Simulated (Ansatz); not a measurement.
Write the native input for Ansatz 0.2.0 that does the following.

| Property | Result |
| --- | --- |
| Task | relaxation of cell and atoms |
| Functional | rPW86-PBE |
| Potentials or basis | all-electron LAPW, relativistic spinors |
| Basis error allowed | 0.001 eV/atom |
| k mesh | 7 × 7 × 7 |
| Occupations | gaussian, width 0.1 eV |
| Spin | non-collinear spin, random start, spin-orbit coupling |
| Starting moments | [[0.029, 0.005, -0.007], [0.0, -0.0, 0.0]] μB |

Crystal: BeS.

```xyz
2
Lattice="0.0000 2.6123 2.6123 2.6123 0.0000 2.6123 2.6123 2.6123 0.0000" Properties=species:S:1:pos:R:3 pbc="T T T"
S     3.9184    3.9184    3.9184
Be    0.0000    0.0000    0.0000
```

The cell isn't the ideal one: volume scaled by 1.25.

One way to write it, as run:

input.yaml

```yaml
crystal:
  lattice:
    - [0.0, 2.6122520617, 2.6122520617]
    - [2.6122520617, 0.0, 2.6122520617]
    - [2.6122520617, 2.6122520617, 0.0]
  atoms:
    - { symbol: S, position: [0.75, 0.75, 0.75], spin: 0.03, spin_axis: [0.95871, 0.165295, -0.231413] }
    - { symbol: Be, position: [0.0, 0.0, 0.0] }
kpoints:
  mp_grid: { grid: [7, 7, 7] }
scf:
  occupations: { method: gaussian, width: 0.1 }
hamiltonian:
  xc: { exchange: rpw86, correlation: pbe }
  pseudopotentials: { kind: all_electron, lapw: { basis_error: 0.001 } }
magnetization:
  noncollinear: true
  spin_orbit: true
output:
  forces: true
  stress: true
relax:
  f_tol: 0.01
  max_steps: 60
  cell: {}
```

Potentials or basis: all-electron LAPW, relativistic spinors.

The run is started by

```sh
$ ansatz run input.yaml --threads 1 --pin off --max-ram 2560MiB --backend cpu --events-out ev --progress --plain --runs-dir out
```

It gave:

```
Relaxed volume                         : 14.82 Å³/atom
Relaxed cell                           : a = 3.473 Å, b = 3.473 Å, c = 3.473 Å, α = 60.00°, β = 60.00°, γ = 60.00°
Space group after relaxing (to 0.05 Å) : F-43m (No. 216)
Energy gained by relaxing              : 126.7 meV/atom
Ionic steps                            : 5
Pressure after relaxing                : 0.0 GPa
Band gap on the k mesh                 : 3.46 eV
Net moment                             : 0.00 μB per cell
Absolute moment                        : 0.00 μB per cell
```

Caveat: an odd mesh through Γ misses points on the zone boundary, where band edges often lie; the starting moments weren't kept.

Run time: 5.2 min on 1 thread of Intel(R) Xeon(R) 6975P-C (Granite Rapids), with other jobs on the host, peak memory 0.94 GiB.
